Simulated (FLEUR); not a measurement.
## HfN: equation of state with r2SCAN

The system is HfN.

```
Hf N
1.0
     0.00000    2.25600    2.25600
     2.25600    0.00000    2.25600
     2.25600    2.25600    0.00000
Hf N
1 1
Direct
  0.00000 0.00000 0.00000
  0.50000 0.50000 0.50000
```

* Program: FLEUR MaX-R8.1 (later development tree)
* Task: equation of state
* Functional: r2SCAN
* Potentials or basis: all-electron
* Basis: FLAPW
* Kmax: 4.93 1/bohr
* k mesh: 10 × 10 × 10
* Occupations: fermi-dirac, width 0.05 eV
* Spin: no spin polarisation

```
Equilibrium volume : 11.59 Å³/atom
Bulk modulus       : 281 GPa
```

Energy against volume, from the lowest point:
| volume (Å³/atom) | energy (meV/atom) |
| --- | --- |
| 10.793 | 53.40 |
| 11.023 | 25.62 |
| 11.482 | 0.00 |
| 11.941 | 8.30 |
| 12.171 | 22.80 |

Caveat: the meta-GGA is that of a development version, with a GGA for the radial functions and cores and without core tails. The run has no spin-orbit coupling, so splittings on Hf are missing.
